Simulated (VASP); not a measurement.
# SiNi3 under changes of volume

One of the cells (10.408 Å³/atom); the others are scaled copies at fixed shape and fractional positions:

```xyz
4
Lattice="3.4659 0.0000 0.0000 0.0000 3.4659 0.0000 0.0000 0.0000 3.4659" Properties=species:S:1:pos:R:3 pbc="T T T"
Ni    1.7329    1.7329    0.0000
Ni    1.7329    0.0000    1.7329
Ni    0.0000    1.7329    1.7329
Si    0.0000    0.0000    0.0000
```

```yaml
Program: VASP 6.6.1
Functional: PBE
Dispersion: D3(BJ)
Potentials_or_basis: VASP PAW PBE potentials, release 64 (Ni, Si)
Cutoff: 520 eV
k_mesh: 8 × 8 × 8
Occupations: fermi-dirac, width 0.05 eV
Spin: collinear spin, ferromagnetic start
Starting_moments: "[1.0, 1.0, 1.0, 0.0] μB"
```

| volume (Å³/atom) | energy over the lowest point (meV/atom) | pressure (GPa) |
| --- | --- | --- |
| 9.992 | 12.69 | 10.3 |
| 10.200 | ? | ? |
| 10.408 | 0.00 | -0.1 |
| 10.616 | 3.09 | -4.5 |
| 10.824 | 11.57 | -8.4 |

Task: What does the run at 10.200 Å³/atom give?

Result: Energy over the lowest point 2.96 meV/atom; pressure 4.8 GPa.

Worked out: A Birch-Murnaghan fit of order 2 (a polynomial in V^(-2/3)) to the other rows has its minimum at 10.40 Å³/atom with B0 = V·E''(V) = 233 GPa. It gives 3.01 meV/atom at 10.200 Å³/atom, against the run's 2.96, and -dE/dV = 4.8 GPa, against 4.8.

Energies are extrapolated to zero smearing.

Caveats: pairwise dispersion overbinds metals, which lowers pressure and volume.
